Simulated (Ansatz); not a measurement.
Task: a ranking of structure types by relaxed energy of SnTe on several prototypes, with Ansatz 0.2.0, Python API. Give the script and its output. Level of theory (first run): PBE, PAW, cutoff 500 eV, Gaussian smearing of 0.02 eV.

The script, `snte_prototypes.py`:
```python
'''SnTe on common prototypes, each relaxed.'''

import ansatz as az
import numpy as np
import pandas as pd
import spglib


def zincblende(first, second, a):
    return (
        az.Lattice.fcc(a)
        .space_group(216)
        .atom(first, (0, 0, 0))
        .atom(second, (0.25, 0.25, 0.25))
        .primitive()
    )


def wurtzite(first, second, a):
    return (
        az.Lattice.from_parameters(a, a, 1.633 * a, alpha=90, beta=90, gamma=120)
        .space_group(186)
        .atom(first, (1 / 3, 2 / 3, 0))
        .atom(second, (1 / 3, 2 / 3, 0.375))
    )


def cuau(first, second, a):
    return (
        az.Lattice.from_parameters(a, a, 1.35 * a, alpha=90, beta=90, gamma=90)
        .space_group(123)
        .atom(first, (0, 0, 0))
        .atom(second, (0.5, 0.5, 0.5))
    )


def solve(name, crystal):
    calc = crystal.calculation()
    calc = calc.functional('pbe').basis(500)
    calc = calc.kpoints(spacing=0.3)
    calc = calc.occupations('gaussian', width=0.02)
    calc = calc.stress()
    calc = calc.band_table()
    calc = calc.relax(force_tolerance=0.02, max_steps=60, cell=True)
    return calc.run()

def relaxed_twice(name, crystal):
    # the second pass draws mesh and plane waves anew for the relaxed cell
    first = solve(name, crystal)
    again = az.Crystal(lattice=az.Lattice.of(first.lattice.cell_ang))
    for site in first.report['lattice']['sites']:
        again = again.atom(site['symbol'], site['position_frac'])
    return solve(name, again)


def pressure_gpa(outcome):
    return float(np.trace(outcome.report['stress_gpa']) / 3)


def space_group(outcome):
    sites = outcome.report['lattice']['sites']
    kinds = sorted({site['symbol'] for site in sites})
    cell = (outcome.lattice.cell_ang, [site['position_frac'] for site in sites], [kinds.index(site['symbol']) for site in sites])
    return spglib.get_spacegroup(cell, symprec=0.01)


def main() -> None:
    # starting lattice constants are rough guesses; the relaxation finds the rest
    phases = {}
    phases['zincblende'] = zincblende('Sn', 'Te', 7.22)
    phases['wurtzite'] = wurtzite('Sn', 'Te', 5.11)
    phases['CuAu'] = cuau('Sn', 'Te', 3.85)

    done = {}
    for name, crystal in phases.items():
        try:
            done[name] = relaxed_twice(name, crystal)
        except az.NonConvergedError as error:
            print(name, 'did not converge:', str(error)[:120])

    energy = {name: o.report['energy_sigma0_ev'] / len(o.lattice.sites) for name, o in done.items()}
    lowest = min(energy.values())
    rows = [(name, len(o.lattice.sites), 1000 * (energy[name] - lowest), pressure_gpa(o), space_group(o)) for name, o in done.items()]
    rows.sort(key=lambda row: row[2])
    print(pd.DataFrame(rows, columns=['phase', 'atoms', 'dE (meV/atom)', 'P (GPa)', 'space group']).round(4).to_string(index=False))


if __name__ == '__main__':
    main()
```

```console
$ python snte_prototypes.py
     phase  atoms  dE (meV/atom)  P (GPa)  space group
  wurtzite      4         0.0000   0.0235 P6_3mc (186)
      CuAu      2       124.1771   0.0048 P4/mmm (123)
zincblende      2       133.8643  -0.0126  F-43m (216)
```

Caveats:
- Pressure is positive in compression.
- The meshes are coarse for the metals among these phases, whose energies can be off by up to 40 meV an atom.
- The cells are built on prototypes, so most aren't the phase found in nature. Rows bear the name of their start, and a relaxation keeps or raises the symmetry. Differences under about 40 meV an atom lie within the error of mesh and functional.
- Wall time of the script: 3.2 min on 1 thread of Arm Neoverse V2, on a shared host, peak memory 0.58 GiB.
